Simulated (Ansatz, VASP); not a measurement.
Given: the input of a run of Ansatz 0.2.0 on ZnSe (Stilleite).

input.yaml

```yaml
crystal:
  lattice:
    - [0.0, 2.7759511149, 2.7759511149]
    - [2.7759511149, 0.0, 2.7759511149]
    - [2.7759511149, 2.7759511149, 0.0]
  atoms:
    - { symbol: Se, position: [0.75, 0.75, 0.75] }
    - { symbol: Zn, position: [0.0, 0.0, 0.0] }
hamiltonian:
  xc: revpbe
  pseudopotentials: { kind: paw }
kpoints:
  mp_grid: { grid: [8, 8, 8] }
scf:
  occupations: { method: fermi_dirac, width: 0.05 }
output:
  forces: true
  stress: true
  eigenvalues: true
```

Potentials or basis: Ansatz PAW.

Run with:

```bash
$ ansatz run input.yaml --threads 2 --pin off --max-ram 5120MiB --backend cpu --events-out ev --progress --plain --runs-dir out
```

Problem. Translate it to VASP 6.6.1. Potentials there: VASP PAW PBE potentials, release 64 (Se, Zn).

Solution. As run (the cutoff follows the program's own potentials):

File INCAR:

```
PREC = Accurate ; ENCUT = 520
EDIFF = 1E-7 ; ISMEAR = -1
SIGMA = 0.05 ; LREAL = False
LASPH = True ; NELM = 80
ALGO = Normal ; ISIF = 2
LWAVE = False ; LCHARG = False
GGA = RE ; NBANDS = 16
```

The input KPOINTS:

```
Automatic mesh
0
Gamma
  8 8 8
```

The input POSCAR:

```
ZnSe
1.0
    0.0000000000      2.7759511149      2.7759511149
    2.7759511149      0.0000000000      2.7759511149
    2.7759511149      2.7759511149      0.0000000000
Se Zn
1 1
Direct
    0.7500000000      0.7500000000      0.7500000000
    0.0000000000      0.0000000000      0.0000000000
```

Potentials or basis: VASP PAW PBE potentials, release 64 (Se, Zn).

The run is started by

```bash
$ cat potpaw_PBE.64/Se/POTCAR potpaw_PBE.64/Zn/POTCAR > POTCAR
$ mpirun -np 1 vasp_std > vasp.out
```

Both were run:

|  | VASP | Ansatz | Ansatz less VASP |
| --- | --- | --- | --- |
| gap on the k mesh at the Fermi level (eV) | 1.66 | 1.66 | -0.002 |
| least direct gap on the mesh (eV) | 1.66 | 1.66 | -0.002 |
| pressure (GPa) | 8.8 | 8.6 | -0.29 |

The two sets of potentials don't hold the same shells in valence.

Caveats: the PAW data sets were made with another functional, which shifts forces and pressure a little (VASP); the PAW data sets come from PBE, with cores solved anew for the run's functional, which leaves a small shift of forces and pressure (Ansatz). A hybrid or GW would open this gap; revPBE tends to underestimate it.
